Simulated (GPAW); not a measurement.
# SnO2 (Fm-3m) in GPAW: reference runs

How does SnO2 come out in PBE? The cell is run as given and disturbed.

All numbers are computed with GPAW 26.7.0; they aren't measurements. Logs are shortened: lines on timing, memory, paths and dates and some standing lists are left out, and cuts for length are marked. The log counts tension as positive stress, the text compression.

## 1. Starting point

Symmetry: Fm-3m, No. 225, cubic system. The conventional cell has a = 5.148 Å, b = 5.148 Å, c = 5.148 Å, α = 90.00°, β = 90.00°, γ = 90.00°. Sn (site symmetry m-3m) is surrounded by 8 O at 2.23 Å. O (site symmetry -43m) is surrounded by 4 Sn at 2.23 Å.

Measurements of this composition are mostly on another form, of space group No. 136.

## 2. Single point, PBE

run.py reads:

```python
from ase import Atoms
from ase.dft.bandgap import bandgap
from ase.io import write
from ase.units import Bohr, GPa
from gpaw import GPAW, PW
from gpaw.elf import elf_from_dft_calculation

atoms = Atoms(['Sn', 'O', 'O'],
              cell=[[0.0, 2.57415, 2.57415],
                    [2.57415, 0.0, 2.57415],
                    [2.57415, 2.57415, 0.0]],
              scaled_positions=[[0.0, 0.0, 0.0],
                                [0.75, 0.75, 0.75],
                                [0.25, 0.25, 0.25]],
              pbc=True)

calc = GPAW(mode=PW(800),
            xc='PBE',
            kpts={'size': (9, 9, 9), 'gamma': True},
            occupations={'name': 'fermi-dirac', 'width': 0.05},
            nbands=24,
            convergence={'density': 1e-05, 'energy': 1e-05},
            maxiter=150,
            txt='gpaw.txt')
atoms.calc = calc
energy = atoms.get_potential_energy()
forces = atoms.get_forces()
stress = atoms.get_stress()
calc.write('gs.gpw')
write('result.traj', atoms)
print(f'Energy: {energy:.6f} eV')
print('Forces (eV/A):')
print(forces.round(4))
print('Stress (GPa):', (stress / GPa).round(3))
print('Fermi level:', round(calc.get_fermi_level(), 4), 'eV')
print(f'Gap: {bandgap(calc)[0]:.4f} eV, direct: {bandgap(calc, direct=True)[0]:.4f} eV')

# fields on the real-space grid
write('density.cube', atoms, data=calc.get_pseudo_density() * Bohr**3)
write('potential.cube', atoms, data=calc.get_electrostatic_potential())
write('elf.cube', atoms, data=elf_from_dft_calculation(calc).data)
```

Potentials or basis: GPAW PAW data sets (gpaw-data 1.2.1), pw.

Command:

```console
$ OMP_NUM_THREADS=1 python run.py
```

gpaw.txt:

```text
__  _  _
 | _ |_)|_||  |
 |__||  | ||/\| - 26.7.0

Input parameters:
  mode=PW(ecut=800.0),
  convergence={'density': 1e-05, 'energy': 1e-05},
  kpts=MonkhorstPack(size=(9, 9, 9), gamma=True),
  maxiter=150,
  nbands=24,
  occupations=Occupations(name='fermi-dirac', width=0.05),
  xc=XC(name='PBE')

Diagonalizing LCAO Hamiltonian
Converting LCAO to pw mode

                   O

           O

       Sn

Atoms  # Å, Bohr magnetons
|   | symbol |        x |        y |        z |    initial magnetic moments |
|---|--------|----------|----------|----------|-----------------------------|
| 0 |     Sn | 0.000000 | 0.000000 | 0.000000 | ( 0.0000,  0.0000,  0.0000) |
| 1 |      O | 3.861225 | 3.861225 | 3.861225 | ( 0.0000,  0.0000,  0.0000) |
| 2 |      O | 1.287075 | 1.287075 | 1.287075 | ( 0.0000,  0.0000,  0.0000) |

Unit cell  # Å
| periodic |        x |        y |        z |  lengths |    angles |
|----------|----------|----------|----------|----------|-----------|
|      yes | 0.000000 | 2.574150 | 2.574150 | 3.640398 | 60.000000 |
|      yes | 2.574150 | 0.000000 | 2.574150 | 3.640398 | 60.000000 |
|      yes | 2.574150 | 2.574150 | 0.000000 | 3.640398 | 60.000000 |

Number of symmetries: 48
Symmetry operations  # r_c * U_cc + t_c -> r_c
|    | kind |            matrix            |
|----|------|------------------------------|
|  0 |  σ   |  1, 0, 0,  1, 0,-1,  1,-1, 0 |
|  1 |  C2  |  1, 0, 0,  1,-1, 0,  1, 0,-1 |
|  2 |  E   |  1, 0, 0,  0, 1, 0,  0, 0, 1 |
|  3 |  σ   |  1, 0, 0,  0, 0, 1,  0, 1, 0 |
|  4 |  C4  |  1, 0,-1,  1, 0, 0,  1,-1, 0 |
|  5 |  S6  |  1, 0,-1,  1,-1, 0,  1, 0, 0 |
|  6 |  σ   |  1, 0,-1,  0, 1,-1,  0, 0,-1 |
|  7 |  C3  |  1, 0,-1,  0, 0,-1,  0, 1,-1 |
|  8 |  S6  |  1,-1, 0,  1, 0, 0,  1, 0,-1 |
|  9 |  C4  |  1,-1, 0,  1, 0,-1,  1, 0, 0 |
| 10 |  C3  |  1,-1, 0,  0,-1, 1,  0,-1, 0 |
| 11 |  σ   |  1,-1, 0,  0,-1, 0,  0,-1, 1 |
| 12 |  σ   |  0, 1, 0,  1, 0, 0,  0, 0, 1 |
| 13 |  C4  |  0, 1, 0,  0, 1,-1, -1, 1, 0 |
| 14 |  C3  |  0, 1, 0,  0, 0, 1,  1, 0, 0 |
| 15 |  S6  |  0, 1, 0, -1, 1, 0,  0, 1,-1 |
| 16 |  C2  |  0, 1,-1,  1, 0,-1,  0, 0,-1 |
| 17 |  σ   |  0, 1,-1,  0, 1, 0, -1, 1, 0 |
| 18 |  S4  |  0, 1,-1,  0, 0,-1,  1, 0,-1 |
| 19 |  C4  |  0, 1,-1, -1, 1, 0,  0, 1, 0 |
| 20 |  C3  |  0, 0, 1,  1, 0, 0,  0, 1, 0 |
| 21 |  σ   |  0, 0, 1,  0, 1, 0,  1, 0, 0 |
| 22 |  S6  |  0, 0, 1,  0,-1, 1, -1, 0, 1 |
| 23 |  C4  |  0, 0, 1, -1, 0, 1,  0,-1, 1 |
| 24 |  S4  |  0, 0,-1,  1, 0,-1,  0, 1,-1 |
| 25 |  C3  |  0, 0,-1,  0, 1,-1,  1, 0,-1 |
| 26 |  C2  |  0, 0,-1,  0,-1, 0, -1, 0, 0 |
| 27 |  S6  |  0, 0,-1, -1, 0, 0,  0,-1, 0 |
| 28 |  S4  |  0,-1, 1,  1,-1, 0,  0,-1, 0 |
| 29 |  C4  |  0,-1, 1,  0, 0, 1, -1, 0, 1 |
| 30 |  C2  |  0,-1, 1,  0,-1, 0,  1,-1, 0 |
| 31 |  σ   |  0,-1, 1, -1, 0, 1,  0, 0, 1 |
| 32 |  C3  |  0,-1, 0,  1,-1, 0,  0,-1, 1 |
| 33 |  S6  |  0,-1, 0,  0, 0,-1, -1, 0, 0 |
| 34 |  S4  |  0,-1, 0,  0,-1, 1,  1,-1, 0 |
| 35 |  C2  |  0,-1, 0, -1, 0, 0,  0, 0,-1 |
| 36 |  C2  | -1, 1, 0,  0, 1, 0,  0, 1,-1 |
| 37 |  S6  | -1, 1, 0,  0, 1,-1,  0, 1, 0 |
| 38 |  S4  | -1, 1, 0, -1, 0, 1, -1, 0, 0 |
| 39 |  C3  | -1, 1, 0, -1, 0, 0, -1, 0, 1 |
| 40 |  S6  | -1, 0, 1,  0, 0, 1,  0,-1, 1 |
| 41 |  C2  | -1, 0, 1,  0,-1, 1,  0, 0, 1 |
| 42 |  C3  | -1, 0, 1, -1, 1, 0, -1, 0, 0 |
| 43 |  S4  | -1, 0, 1, -1, 0, 0, -1, 1, 0 |
| 44 |  C2  | -1, 0, 0,  0, 0,-1,  0,-1, 0 |
| 45 |  i   | -1, 0, 0,  0,-1, 0,  0, 0,-1 |
| 46 |  σ   | -1, 0, 0, -1, 1, 0, -1, 0, 1 |
| 47 |  C2  | -1, 0, 0, -1, 0, 1, -1, 1, 0 |

BZ-sampling:
  Number of BZ points: 729
  Number of IBZ points: 35

  Monkhorst-Pack size: [9, 9, 9]
  Monkhorst-Pack shift: [0, 0, 0]

K-points  # in reciprocal-cell coordinates
|     |                                coordinates |     weight |
|-----|--------------------------------------------|------------|
|   0 | (  0.00000000,   0.00000000,   0.00000000) | 0.00137174 |
|   1 | (  0.11111111,   0.11111111,   0.00000000) | 0.00823045 |
|   2 | (  0.11111111,   0.11111111,   0.11111111) | 0.01097394 |
|   3 | (  0.22222222,   0.11111111,   0.11111111) | 0.01646091 |
|   4 | (  0.22222222,   0.22222222,   0.00000000) | 0.00823045 |
|   5 | (  0.22222222,   0.22222222,   0.11111111) | 0.03292181 |
|   6 | (  0.22222222,   0.22222222,   0.22222222) | 0.01097394 |
|   7 | (  0.33333333,   0.22222222,   0.11111111) | 0.03292181 |
|   8 | (  0.33333333,   0.22222222,   0.22222222) | 0.03292181 |
|   9 | (  0.33333333,   0.33333333,  -0.33333333) | 0.01646091 |
| ... |                                            |            |
|  34 | (  0.44444444,   0.44444444,   0.44444444) | 0.01097394 |

Plane wave coefficients: 1807
Cutoff: 800.0 eV

Spin-components: 1 (collinear spins)
Bands:           24
Projectors:      16
Spin-degeneracy: 2
Datatype:        complex128

Parallelization:
  kpt:    1
  domain: 1
  band:   1

Density:
  Valence electrons: 26.0
  Components: 1
  Grid points: [24 24 24]
  Charge: 0.0  # |e|

Potential:
  Grid points: [24 24 24]

species:
  Sn:
    name:    Tin
    Z:       50.0
    valence: 14
    core:    36
    charge:  0.0  # [|e|]
    compensation charges:
      type: gauss
      rc: 0.38  # [Å]
      lmax: 2
    cutoffs:
      filter: 2.23  # [Å]
      core: 2.35  # [Å]
    projectors
    | kind |    occ | energy [eV] | rcut [Å] |
    |------|--------|-------------|----------|
    |   5s |  2.000 |     -10.538 |    1.201 |
    |   5p |  2.000 |      -3.696 |    1.270 |
    |   4d | 10.000 |     -25.845 |    1.185 |
    |    s |        |      16.674 |    1.201 |
    |    p |        |      23.515 |    1.270 |
    |    d |        |       1.367 |    1.185 |

    Using partial waves for Sn as LCAO basis

  O:
    name:    Oxygen
    Z:       8.0
    valence: 6
    core:    2
    charge:  0.0  # [|e|]
    compensation charges:
      type: gauss
      rc: 0.21  # [Å]
      lmax: 2
    cutoffs:
      filter: 1.17  # [Å]
      core: 0.83  # [Å]
    projectors
    | kind |    occ | energy [eV] | rcut [Å] |
    |------|--------|-------------|----------|
    |   2s |  2.000 |     -23.961 |    0.688 |
    |   2p |  4.000 |      -9.029 |    0.598 |
    |    s |        |       3.251 |    0.688 |
    |    p |        |      18.182 |    0.598 |
    |    d |        |       0.000 |    0.619 |

    Using partial waves for O as LCAO basis

Reference energy: -172092.397909  # eV

eigensolver:
  PPCG
  Converge bands: occupied
  niter=2

density mixing:
  MSR1-Mixer
  Pratt-step length: 0.05
  Maximum mixing coefficient: 0.75
  Old densities: 10
  SVD Regularization: 0.005
  Good broyden scale: 1.0
  Trust region scale: 1.0
  Backstep threshold: 4.0
  History deletion threshold: 6.0
  Fourier metric: weight=20.0, sigma=0.015

occupation numbers:
  Fermi-Dirac:
    width: 0.0500  # eV

poisson solver:
  ecut: 6400.0  # eV

xc functional:
  name: PBE with 2 nearest neighbor stencil

convergence criteria:
- Maximum integral of absolute [dens]ity change: 1e-05 electrons / valence electron
- Maximum [total energy] change in last 3 cyles: 1e-05 eV / valence electron
- Maximum integral of absolute [eigenst]ate change: 4e-08 eV^2 / valence electron
maximum number of iterations: 150

SCF iterations
|iter     | |      energy | eigst |  dens |
|---------|-|-------------|-------|-------|
|iter:   1| |  -21.612903 | +0.10 |       |
|iter:   2| |  -20.803907 | -1.91 | -0.88 |
|iter:   3| |  -18.655943 | -0.98 | -0.94 |
|iter:   4| |  -18.655027 | -3.34 | -1.54 |
|iter:   5| |  -18.658785 | -3.44 | -1.82 |
|iter:   6| |  -18.658922 | -5.08 | -2.98 |
|iter:   7| |  -18.658958c| -5.76 | -3.37 |
|iter:   8| |  -18.658958c| -7.69c| -4.45 |
|iter:   9| |  -18.658959c| -7.52c| -4.92 |
|iter:  10| |  -18.658959c| -8.40c| -5.80c|

Converged in 10 steps
Energy contributions relative to reference atoms: (reference = -172092.397909)

Energy contributions:
  Kinetic:          26.217661
  Coulomb:         -23.052631
  Zero:              0.209605
  External:          0.000000
  Xc:              -22.033203
  Entropy:          -0.000781
  Spinorbit:         0.000000
  ----------------------------
  Free energy:     -18.659349
  Extrapolated:    -18.658959

dipole moment: (-16.846179, -16.846179, -16.846179)  # |e|*Ang

Fermi level: 7.426
Eigenvalues  # (at kpt = [0.000, 0.000, 0.000])
| band index |      eig [eV] | occ [0-2] |
|------------|---------------|-----------|
|          0 |       -13.279 |     2.000 |
|        ... |               |           |
|          6 |        -8.376 |     2.000 |
|          7 |         4.513 |     2.000 |
|          8 |         4.513 |     2.000 |
|          9 |         4.513 |     2.000 |
|         10 |         5.985 |     2.000 |
|         11 |         5.985 |     2.000 |
[... 8 lines left out ...]
|         20 |        29.199 |     0.000 |
|         21 |        29.199 |     0.000 |
|        ... |               |           |
|         23 |        30.425 |     0.000 |

No gap
No difference between direct/indirect transitions

Forces  # eV/Ang
|        x |        y |        z |
|----------|----------|----------|
| -0.00000 |  0.00000 |  0.00000 |  # Sn   0
|  0.00000 | -0.00000 | -0.00000 |  # O    1
|  0.00000 |  0.00000 | -0.00000 |  # O    2

Stress tensor  # eV/Ang^3
|         x |         y |         z |
|-----------|-----------|-----------|
|  0.012812 | -0.000000 |  0.000000 |
| -0.000000 |  0.012812 | -0.000000 |
|  0.000000 | -0.000000 |  0.012812 |

# Writing to gs.gpw (mode='')
```

Wall time 27 s (1 thread of Arm Neoverse V2, shared host); peak memory 0.17 GiB.

What came out:

* Free energy: -18.6593 eV
* Pressure: -2.1 GPa
* Band gap on the k mesh: none (metal or under the smearing width)

## 3. Single point, PBE (atoms moved at random, drawn with an rms of 0.05 Å)

run.py: that of step 2 with these lines changed.

```diff
@@ -3,5 +3,4 @@
 from ase.io import write
-from ase.units import Bohr, GPa
+from ase.units import GPa
 from gpaw import GPAW, PW
-from gpaw.elf import elf_from_dft_calculation
 
@@ -11,5 +10,5 @@
                     [2.57415, 2.57415, 0.0]],
-              scaled_positions=[[0.0, 0.0, 0.0],
-                                [0.75, 0.75, 0.75],
-                                [0.25, 0.25, 0.25]],
+              scaled_positions=[[-0.002765, -0.018211, 0.021897],
+                                [0.746976, 0.752167, 0.759563],
+                                [0.234279, 0.275338, 0.241129]],
               pbc=True)
@@ -36,6 +35 @@
 print(f'Gap: {bandgap(calc)[0]:.4f} eV, direct: {bandgap(calc, direct=True)[0]:.4f} eV')
-
-# fields on the real-space grid
-write('density.cube', atoms, data=calc.get_pseudo_density() * Bohr**3)
-write('potential.cube', atoms, data=calc.get_electrostatic_potential())
-write('elf.cube', atoms, data=elf_from_dft_calculation(calc).data)
```

Potentials or basis: GPAW PAW data sets (gpaw-data 1.2.1), pw.

Command:

```console
$ OMP_NUM_THREADS=1 python run.py
```

gpaw.txt:

```text
__  _  _
 | _ |_)|_||  |
 |__||  | ||/\| - 26.7.0

Input parameters:
  mode=PW(ecut=800.0),
  convergence={'density': 1e-05, 'energy': 1e-05},
  kpts=MonkhorstPack(size=(9, 9, 9), gamma=True),
  maxiter=150,
  nbands=24,
  occupations=Occupations(name='fermi-dirac', width=0.05),
  xc=XC(name='PBE')

Diagonalizing LCAO Hamiltonian
Converting LCAO to pw mode

                   O

           O

       Sn

Atoms  # Å, Bohr magnetons
|   | symbol |        x |        y |         z |    initial magnetic moments |
|---|--------|----------|----------|-----------|-----------------------------|
| 0 |     Sn | 0.009488 | 0.049249 | -0.053995 | ( 0.0000,  0.0000,  0.0000) |
| 1 |      O | 3.891420 | 3.878057 |  3.859019 | ( 0.0000,  0.0000,  0.0000) |
| 2 |      O | 1.329464 | 1.223772 |  1.311831 | ( 0.0000,  0.0000,  0.0000) |

Unit cell  # Å
| periodic |        x |        y |        z |  lengths |    angles |
|----------|----------|----------|----------|----------|-----------|
|      yes | 0.000000 | 2.574150 | 2.574150 | 3.640398 | 60.000000 |
|      yes | 2.574150 | 0.000000 | 2.574150 | 3.640398 | 60.000000 |
|      yes | 2.574150 | 2.574150 | 0.000000 | 3.640398 | 60.000000 |

Number of symmetries: 1
Symmetry operations  # r_c * U_cc + t_c -> r_c
|   | kind |            matrix            |
|---|------|------------------------------|
| 0 |  E   |  1, 0, 0,  0, 1, 0,  0, 0, 1 |

BZ-sampling:
  Number of BZ points: 729
  Number of IBZ points: 365

  Monkhorst-Pack size: [9, 9, 9]
  Monkhorst-Pack shift: [0, 0, 0]

[... 120 lines left out ...]
- Maximum [total energy] change in last 3 cyles: 1e-05 eV / valence electron
- Maximum integral of absolute [eigenst]ate change: 4e-08 eV^2 / valence electron
maximum number of iterations: 150

SCF iterations
|iter     | |      energy | eigst |  dens |
|---------|-|-------------|-------|-------|
|iter:   1| |  -21.573501 | +0.10 |       |
|iter:   2| |  -20.756188 | -1.91 | -0.88 |
|iter:   3| |  -18.584074 | -0.97 | -0.93 |
|iter:   4| |  -18.582862 | -3.33 | -1.55 |
|iter:   5| |  -18.586545 | -3.43 | -1.82 |
|iter:   6| |  -18.586688 | -5.06 | -2.98 |
|iter:   7| |  -18.586749c| -5.54 | -3.35 |
|iter:   8| |  -18.586720c| -6.00 | -3.51 |
|iter:   9| |  -18.586720c| -7.93c| -4.39 |
|iter:  10| |  -18.586721c| -8.20c| -4.73 |
|iter:  11| |  -18.586721c| -8.72c| -5.63c|

Converged in 11 steps
Energy contributions relative to reference atoms: (reference = -172092.397909)

Energy contributions:
  Kinetic:          27.191936
  Coulomb:         -23.827349
  Zero:              0.203062
  External:          0.000000
  Xc:              -22.153984
  Entropy:          -0.000771
  Spinorbit:         0.000000
  ----------------------------
  Free energy:     -18.587106
  Extrapolated:    -18.586721

dipole moment: (0.268355, 0.335392, 16.351334)  # |e|*Ang

Fermi level: 7.449
Eigenvalues  # (at kpt = [0.000, 0.000, 0.000])
| band index |      eig [eV] | occ [0-2] |
|------------|---------------|-----------|
|          0 |       -13.329 |     2.000 |
|        ... |               |           |
|          6 |        -8.348 |     2.000 |
|          7 |         4.434 |     2.000 |
|          8 |         4.482 |     2.000 |
|          9 |         4.508 |     2.000 |
|         10 |         5.819 |     2.000 |
|         11 |         6.041 |     2.000 |
[... 8 lines left out ...]
|         20 |        29.163 |     0.000 |
|         21 |        29.206 |     0.000 |
|        ... |               |           |
|         23 |        30.334 |     0.000 |

No gap
No difference between direct/indirect transitions

Forces  # eV/Ang
|        x |        y |        z |
|----------|----------|----------|
|  0.37981 | -0.60245 |  0.58903 |  # Sn   0
|  0.02742 | -0.34282 | -0.03335 |  # O    1
| -0.40727 |  0.94531 | -0.55577 |  # O    2

Stress tensor  # eV/Ang^3
|         x |        y |         z |
|-----------|----------|-----------|
|  0.006236 | 0.004489 | -0.007060 |
|  0.004489 | 0.001666 |  0.006454 |
| -0.007060 | 0.006454 |  0.006261 |

# Writing to gs.gpw (mode='')
```

It took 4.8 min on 1 thread of Arm Neoverse V2, shared host; peak memory 0.53 GiB.

Results:

- Free energy: -18.5871 eV
- Pressure: -0.8 GPa
- Largest force: 1.170 eV/Å
- Band gap on the k mesh: none (metal or under the smearing width)

Forces on the atoms (eV/Å):
```
Sn   0.380 -0.602  0.589
O    0.027 -0.343 -0.033
O   -0.407  0.945 -0.556
```

## 4. Equation of state, PBE

run.py reads:

```python
from ase import Atoms
from ase.eos import EquationOfState
from ase.io import Trajectory
from ase.units import GPa
from gpaw import GPAW, PW

atoms = Atoms(['Sn', 'O', 'O'],
              cell=[[0.0, 2.57415, 2.57415],
                    [2.57415, 0.0, 2.57415],
                    [2.57415, 2.57415, 0.0]],
              scaled_positions=[[0.0, 0.0, 0.0],
                                [0.75, 0.75, 0.75],
                                [0.25, 0.25, 0.25]],
              pbc=True)

traj = Trajectory('eos.traj', 'w')
volumes, energies = [], []
for x in [0.94, 0.96, 0.98, 1.0, 1.02, 1.04, 1.06]:
    a = atoms.copy()
    a.set_cell(atoms.cell * x**(1 / 3), scale_atoms=True)
    calc = GPAW(mode=PW(800),
                xc='PBE',
                kpts={'size': (9, 9, 9), 'gamma': True},
                occupations={'name': 'fermi-dirac', 'width': 0.05},
                nbands=24,
                convergence={'density': 1e-05, 'energy': 1e-05},
                maxiter=150,
                txt=f'eos-{x:.2f}.txt')
    a.calc = calc
    energies.append(a.get_potential_energy(force_consistent=True))
    volumes.append(a.get_volume())
    p = -a.get_stress()[:3].mean() / GPa
    calc.write(f'eos-{x:.2f}.gpw')
    traj.write(a)
    print(f'{x:.2f} {volumes[-1]:10.4f} A^3 {energies[-1]:14.6f} eV {p:9.3f} GPa', flush=True)

v0, e0, B = EquationOfState(volumes, energies, eos='birchmurnaghan').fit()
print(f'V0 = {v0:.4f} A^3, E0 = {e0:.6f} eV, B0 = {B / GPa:.2f} GPa')
```

Command:

```console
$ OMP_NUM_THREADS=1 python run.py
```

It took 2.8 min on 1 thread of Arm Neoverse V2, shared host; peak memory 0.2 GiB.

It converged, with:

```yaml
Equilibrium_volume: 11.25 Å³/atom
Bulk_modulus: 189 GPa
Pressure_derivative_of_the_bulk_modulus: 4.7
```

Energy against volume, from the lowest point:
```
volume (Å³/atom)  energy (meV/atom)
          10.689              17.79
          10.916               5.66
          11.144               0.00
          11.371               0.02
          11.599               5.16
          11.826              14.88
          12.054              28.65
```

## 5. Summary

| task | cell | gap on the mesh (eV) | pressure (GPa) |
| --- | --- | --- | --- |
| single point | as given | none | -2.1 |
| single point | atoms moved at random, drawn with an rms of 0.05 Å | none | -0.8 |
| equation of state | as given | - | - |

Alike in all rows: level PBE; potentials or basis GPAW PAW data sets (gpaw-data 1.2.1), pw; no spin polarisation; k mesh 9 × 9 × 9; cutoff (eV) 800; smearing fermi-dirac 0.05 eV.

Total energies depend on the potentials used, so only differences within one code and one set of settings carry meaning.
